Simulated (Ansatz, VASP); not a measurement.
# Two plane-wave programs on Sb

```
CELL_PARAMETERS angstrom
0.00000 2.27385 2.27385
2.27385 0.00000 2.27385
2.27385 2.27385 0.00000
ATOMIC_POSITIONS crystal
Sb 0.00000 0.00000 0.00000
```

Change from the starting cell: functional pbesol, volume scaled by 0.96, PAW files.

Alike in both runs: task electric field gradients; functional PBEsol; k mesh 14 × 14 × 14; occupations fermi-dirac, width 0.03 eV; no spin polarisation.

|  | VASP | Ansatz |
| --- | --- | --- |
| version | VASP 6.6.1 | Ansatz 0.2.0 |
| potentials or method | VASP PAW PBE potentials, release 64 (Sb) | PAW with Ansatz's default frozen-core files, scalar-relativistic |
| plane-wave cutoff (eV) | 520 | 420 |
| valence electrons in the cell | 5 | 15 |

Ansatz gave:

| Quantity | Value |
| --- | --- |
| pressure (GPa) | 9.2 |
| Vzz of the field gradient on the site that differs most (V/Å²) | 0.0 |

Problem. Which values does VASP return?

Solution. Pressure (GPa): 9.3; Vzz of the field gradient on the site that differs most (V/Å²): 0.0.

The two sets of potentials don't hold the same shells in valence. Ansatz warned: «gradients_without_spin_orbit».

Caveats: the PAW data sets were made with another functional, which shifts forces and pressure a little (VASP). The runs have no spin-orbit coupling, so splittings on Sb are missing.
